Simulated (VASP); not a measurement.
# Ti: convergence, relaxation of the cell

Ti, P6/mmm (no. 191), 3 atoms in the cell. RPBE; PAW potentials Ti_sv (PBE set). VASP 6.6.1. The cell is changed on purpose: volume scaled by 1.03.

Wanted: cell volume within 1 %; lattice lengths within 0.4 %; shortest distances from each atom, periodic images included within 0.02 Å.

What the run is for: cell; Accuracy asked: screening.

The series start from Plane-wave cutoff (eV): 410; Smearing width (eV): 0.03; k-point mesh: 8 × 8 × 11; Relaxation passes: 2; Ionic threshold (EDIFFG): -0.005; Electronic threshold (eV): 1e-6; Precision mode (PREC): Accurate; Relaxation algorithm: IBRION=2 POTIM=0.5. Each series keeps the choices made before it, and each single choice may use up half of a tolerance. Times cover all steps of a run.

## Plane-wave cutoff (eV)

| Plane-wave cutoff (eV) | Cell volume (Å³) | Lattice lengths, largest deviation against the largest value | Shortest distances from each atom, periodic images included, largest deviation (Å) | Time (s) |
|---|---|---|---|---|
| 280 | 52.52 | 0.22 % | 0.006 | 61 |
| 320 | 52.61 | 0.15 % | 0.004 | 30 |
| 360 | 52.4 | 0.3 % | 0.008 | 57 |
| 410 | 52.52 | 0.21 % | 0.006 | 90 |
| 480 | 52.78 | 0.048 % | 0.001 | 66 |
| 580 | 52.83 | 0.0056 % | 0.000 | 76 |
| 720 (reference) | 52.83 | 0 % | 0.000 | 111 |

Chosen: 480, the loosest value from which every tighter one stays within half of the tolerance.

## Smearing width (eV)

| Smearing width (eV) | Cell volume (Å³) | Lattice lengths, largest deviation against the largest value | Shortest distances from each atom, periodic images included, largest deviation (Å) | Time (s) |
|---|---|---|---|---|
| 0.15 | 52.99 | 0.2 % | 0.005 | 68 |
| 0.1 | 52.82 | 0.066 % | 0.003 | 73 |
| 0.07 | 52.78 | 0.051 % | 0.002 | 73 |
| 0.05 | 52.78 | 0.021 % | 0.001 | 87 |
| 0.03 | 52.78 | 0.0084 % | 0.000 | 66 |
| 0.02 (reference) | 52.78 | 0 % | 0.000 | 68 |

Chosen: 0.15.

## k-point mesh

| k-point mesh | Cell volume (Å³) | Lattice lengths, largest deviation against the largest value | Shortest distances from each atom, periodic images included, largest deviation (Å) | Time (s) |
|---|---|---|---|---|
| 3 × 3 × 4 | 52.69 | 0.27 % | 0.007 | 31 |
| 4 × 4 × 5 | 52.91 | 0.11 % | 0.005 | 36 |
| 5 × 5 × 7 | 53.02 | 0.043 % | 0.002 | 55 |
| 6 × 6 × 8 | 53.03 | 0.022 % | 0.001 | 50 |
| 8 × 8 × 11 | 52.99 | 0.0099 % | 0.000 | 68 |
| 9 × 9 × 13 (reference) | 52.99 | 0 % | 0.000 | 73 |

Chosen: 4 × 4 × 5.

## Relaxation passes

| Relaxation passes | Cell volume (Å³) | Lattice lengths, largest deviation against the largest value | Shortest distances from each atom, periodic images included, largest deviation (Å) | Time (s) |
|---|---|---|---|---|
| 1 | 52.91 | 0 % | 0.000 | 30 |
| 2 | 52.91 | 0 % | 0.000 | 36 |
| 3 (reference) | 52.91 | 0 % | 0.000 | 60 |

Chosen: 1.

## Ionic threshold (EDIFFG)

| Ionic threshold (EDIFFG) | Cell volume (Å³) | Lattice lengths, largest deviation against the largest value | Shortest distances from each atom, periodic images included, largest deviation (Å) | Time (s) |
|---|---|---|---|---|
| -0.05 | 52.89 | 0.024 % | 0.001 | 36 |
| -0.02 | 52.89 | 0.024 % | 0.001 | 29 |
| -0.01 | 52.89 | 0.024 % | 0.001 | 36 |
| -0.005 | 52.91 | 0.012 % | 0.001 | 30 |
| -0.002 (reference) | 52.9 | 0 % | 0.000 | 53 |

Chosen: -0.05.

## Electronic threshold (eV)

| Electronic threshold (eV) | Cell volume (Å³) | Lattice lengths, largest deviation against the largest value | Shortest distances from each atom, periodic images included, largest deviation (Å) | Time (s) |
|---|---|---|---|---|
| 0.0001 | 52.71 | 0.2 % | 0.009 | 18 |
| 1e-5 | 52.89 | 0.14 % | 0.007 | 26 |
| 1e-6 | 52.89 | 0.14 % | 0.006 | 36 |
| 1e-7 (reference) | 52.98 | 0 % | 0.000 | 30 |

Chosen: 1e-5.

## Precision mode (PREC)

| Precision mode (PREC) | Cell volume (Å³) | Lattice lengths, largest deviation against the largest value | Shortest distances from each atom, periodic images included, largest deviation (Å) | Time (s) |
|---|---|---|---|---|
| Normal | 52.89 | 0.0013 % | 0.000 | 23 |
| Accurate (reference) | 52.89 | 0 % | 0.000 | 26 |

Chosen: Normal.

## Relaxation algorithm

| Relaxation algorithm | Cell volume (Å³) | Lattice lengths, largest deviation against the largest value | Shortest distances from each atom, periodic images included, largest deviation (Å) | Time (s) |
|---|---|---|---|---|
| IBRION=2 POTIM=0.5 | 52.89 | 0 % | 0.000 | 23 |
| IBRION=2 POTIM=0.2 | 52.99 | 0.16 % | 0.007 | 14 |
| IBRION=1 POTIM=0.5 | 52.89 | 0.026 % | 0.001 | 12 |
| IBRION=1 POTIM=0.2 | 52.92 | 0.1 % | 0.005 | 16 |

Chosen: IBRION=1 POTIM=0.5, the fastest of those that stay within half of the tolerance.

## All choices together

| Input | Cell volume (Å³) | Lattice lengths, largest deviation against the largest value | Shortest distances from each atom, periodic images included, largest deviation (Å) | Time (s) |
|---|---|---|---|---|
| the program's defaults (naive) | 52.11 | 0.47 % | 0.014 | 11 |
| chosen settings | 52.89 | 0.17 % | 0.008 | 12 |
| reference settings throughout | 52.85 | 0 % | 0.000 | 188 |

The tolerance is met.

Values of the reference run: Lattice lengths: 4.625, 4.625, 2.853 Å.

## The input

INCAR.step1:
```
SYSTEM = Ti
  ALGO = Normal
  EDIFF = 1E-5
  EDIFFG = -0.05
  ENCUT = 480
  GGA = RP
  GGA_COMPAT = .False.
  IBRION = 1
  ISIF = 3
  ISMEAR = -1
  KPAR = 8
  LASPH = .True.
  LCHARG = .False.
  LREAL = .False.
  LWAVE = .False.
  NELM = 120
  NELMIN = 4
  NSW = 80
  POTIM = 0.5
  PREC = Normal
  SIGMA = 0.15
```

INCAR.step2, as INCAR.step1 but for:
```
- EDIFFG = -0.05
- IBRION = 1
- ISIF = 3
- NELMIN = 4
- NSW = 80
- POTIM = 0.5
+ ISIF = 2
```

KPOINTS:
```
Automatic mesh
0
Gamma
  4 4 5
  0 0 0
```

POSCAR.step1:
```
Ti
1.0
    4.6125993047      0.0000000000      0.0000000000
   -2.3062996524      3.9946281754      0.0000000000
    0.0000000000      0.0000000000      2.8542287065
Ti
3
Direct
    0.6666666667      0.3333333333      0.5000000000
    0.3333333333      0.6666666667      0.5000000000
    0.0000000000      0.0000000000      0.0000000000
```

Commands (each step's output is kept before the next begins):
```
cat potpaw_PBE.64/Ti_sv/POTCAR > POTCAR
cp INCAR.step1 INCAR
cp POSCAR.step1 POSCAR
mpirun -np 8 vasp_std > vasp.out
cp CONTCAR POSCAR
cp INCAR.step2 INCAR
mpirun -np 8 vasp_std > vasp.out
```

The chosen input took VASP 6.6.1 12 s on 8 cores (Intel Xeon Platinum 8259CL @ 2.50GHz (Skylake/Cascade Lake)), a shared host.
